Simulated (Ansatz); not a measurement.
Li$_{3}$N (Li3N type, space group P6/mmm)

```
CELL_PARAMETERS angstrom
      3.63435     0.00000     0.00000
     -1.81718     3.14744     0.00000
      0.00000     0.00000     3.86452
ATOMIC_POSITIONS crystal
  Li 0.00000 0.00000 0.50000
  Li 0.33333 0.66667 0.00000
  Li 0.66667 0.33333 0.00000
  N  0.00000 0.00000 0.00000
```

The relaxed cell is deformed in two ways at once: its volume V is scaled, and at that volume it is stretched along z (the c axis of the conventional cell) so that c/a changes. Fractional atomic positions are held.

These are PBE (plane waves to 420 eV, PAW, scalar-relativistic; Ansatz, a program for electronic structure) values and carry that method's errors. k mesh 10×10×9 (Γ-centred), Fermi-Dirac smearing 0.05 eV. Stress and pressure are positive under compression. Li3N was relaxed with its symmetry unable to fall.

At one point of the scan the stress tensor (GPa) is:

```
    1.8      0.0      0.0
    0.0      1.8      0.0
    0.0      0.0     13.0
```

### Question
Which point is it?
A) V/V₀ = 0.960, (c/a)/(c/a)₀ = 0.880
B) V/V₀ = 0.920, (c/a)/(c/a)₀ = 0.940
C) V/V₀ = 1.040, (c/a)/(c/a)₀ = 0.940
D) V/V₀ = 0.920, (c/a)/(c/a)₀ = 1.000

### Answer
B, V/V₀ = 0.920, (c/a)/(c/a)₀ = 0.940

(A scan under strain: stresses follow from slopes of the energy per volume, elastic moduli from its curvatures.)
